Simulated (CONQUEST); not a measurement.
Here is a CONQUEST 1.3 calculation.

File Conquest_input:

```
IO.Title Si
IO.Coordinates coords.dat
IO.FractionalAtomicCoords T
IO.Iprint 2
IO.Iprint_init 1
General.NumberOfSpecies 1
General.PseudopotentialType hamann
AtomMove.TypeOfRun static
AtomMove.FullStress T
Grid.GridCutoff 300
DM.SolutionMethod diagon
Diag.MPMesh T
Diag.GammaCentred T
Diag.MPMeshX 7
Diag.MPMeshY 7
Diag.MPMeshZ 5
Diag.kT 0.00183747
minE.SCTolerance 1e-6
SC.MaxIters 100
IO.AtomChargeOutput T
%block ChemicalSpeciesLabel
1 28.090 Si
%endblock
```

Contents of coords.dat:

```
    7.2740828284     0.0000000000     0.0000000000
    0.0000000000     7.2740828284     0.0000000000
    0.0000000000     0.0000000000    10.2871065889
4
  0.0025050000   0.0099740000   0.4993330000 1 T T T
  0.5025050000   0.5099740000   0.9993330000 1 T T T
  0.4917545000   0.9959815000   0.7478915000 1 T T T
  0.9917545000   0.4959815000   0.2478915000 1 T T T
```

Potentials or basis: PseudoDojo NC PBE, DZP, grid cutoff 300 Ha.

Command:

```console
$ Conquest
```

Task: What does it give for the largest force?

Result: 0.896 eV/Å.

Task: What does it give for the band gap on the k mesh?

Result: 0.15 eV.

Task: What does it give for the pressure?

Result: 2.3 GPa.

Forces on the atoms (eV/Å):
```
Si  -0.557 -0.697 -0.082
Si  -0.557 -0.697 -0.082
Si   0.558  0.696  0.083
Si   0.558  0.696  0.083
```

Caveat: an odd mesh through Γ misses points on the zone boundary, where band edges often lie; the basis of atomic orbitals isn't converged, which shifts pressures, moduli and gaps.
